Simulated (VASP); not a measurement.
The system is TiC.

```
Ti C
1.0
     0.00000    2.16572    2.16572
     2.16572    0.00000    2.16572
     2.16572    2.16572    0.00000
Ti C
1 1
Direct
  0.00000 0.00000 0.00000
  0.50000 0.50000 0.50000
```

The cell is a database's computed one.

| Item | Value |
| --- | --- |
| Program | VASP 6.6.1 |
| Task | relaxation of cell and atoms |
| Functional | PBE |
| Dispersion | D3(BJ) |
| Potentials or basis | VASP PAW PBE potentials, release 64 (Ti_sv, C) |
| Cutoff | 600 eV |
| k mesh | 10 × 10 × 10 |
| Occupations | fermi-dirac, width 0.05 eV |
| Spin | no spin polarisation |

At the start: pressure -6.9 GPa; volume 10.16 Å³/atom.

Where does the relaxation end?

Over 3 steps the energy falls by 6.1 meV/atom and the volume is 9.88 Å³/atom (-2.7 %); space group Fm-3m (No. 225, to 0.05 Å).

Step by step:
| step | energy change (eV) | largest force (eV/Å) | pressure (GPa) | volume (Å³) |
| --- | --- | --- | --- | --- |
| 1 | 0.0000 | 0.0000 | -6.91 | 20.32 |
| 2 | 0.0098 | 0.0000 | 10.27 | 19.06 |
| 3 | -0.0122 | 0.0000 | -0.03 | 19.77 |

Final structure:
```
Ti C
1.0
     0.00000    2.14604    2.14604
     2.14604    0.00000    2.14604
     2.14604    2.14604    0.00000
Ti C
1 1
Direct
  0.00000 0.00000 0.00000
  0.50000 0.50000 0.50000
```

Caveat: pairwise dispersion overbinds metals, which lowers pressure and volume.
